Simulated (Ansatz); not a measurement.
MnSb:

```
Sb Mn
1.0
     4.15000    0.00000    0.00000
    -2.07500    3.59401    0.00000
     0.00000    0.00000    5.78000
Sb Mn
2 2
Direct
  0.66667 0.33333 0.75000
  0.33333 0.66667 0.25000
  0.00000 0.00000 0.50000
  0.00000 0.00000 0.00000
```

Base run:

```yaml
Program: Ansatz 0.2.0
Functional: PBEsol
Potentials_or_basis: all-electron LAPW, scalar-relativistic
Cutoff: 223 eV (chosen from the basis error)
Basis_error_allowed: 0.002 eV/atom
k_mesh: 7 × 7 × 5
Occupations: fermi-dirac, width 0.05 eV
Spin: collinear spin, ferromagnetic start
Starting_moments: "[0.0, 0.0, 4.0, 4.0] μB"
```

Its results: pressure -7.1 GPa; net moment 6.70 μB per cell; site moments Sb -0.15; Mn +3.48 μB.

The run is repeated on the same cell with these changes: functional from PBEsol to LDA. What comes out?

Pressure -10.6 GPa; net moment 6.51 μB per cell; site moments Sb -0.13; Mn +3.36 μB.

LDA binds more tightly than PBEsol, so the same cell stands under less pressure.

Caveats: only a ferromagnetic start was run, and an antiferromagnetic order may lie lower in energy.
